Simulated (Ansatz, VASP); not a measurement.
## One calculation of NaH, two programs

```
Na H
1.0
     0.00000    2.47660    2.44000
     2.47660    0.00000    2.44000
     2.47660    2.47660    0.00000
Na H
1 1
Direct
  0.00000 0.00000 0.00000
  0.50000 0.50000 0.50000
```

Change from the starting cell: x and y stretched by +1.5 %, z held, crystal datasets.

Alike in both runs: task electric field gradients; functional PBE; k mesh 9 × 9 × 9; occupations fermi-dirac, width 0.03 eV; no spin polarisation.

|  | VASP | Ansatz |
| --- | --- | --- |
| version | VASP 6.6.1 | Ansatz 0.2.0 |
| potentials or method | VASP PAW PBE potentials, release 64 (Na_pv, H), cutoff 520 eV | all-electron PAW with datasets made for the crystal, scalar-relativistic |

|  | VASP | Ansatz | Ansatz less VASP |
| --- | --- | --- | --- |
| gap on the k mesh at the Fermi level (eV) | 3.93 | 3.93 | +0.002 |
| pressure (GPa) | -1.3 | -1.2 | +0.06 |
| largest component of the traceless stress (GPa) | 0.24 | 0.23 | -0.003 |
| Vzz of the field gradient on the site that differs most (V/Å²) | -1.4 | -1.3 | +0.09 |

Ansatz ran all-electron here, so the differences hold the error of VASP's frozen core and of both bases.

Caveats: an odd mesh through Γ misses points on the zone boundary, where band edges often lie.
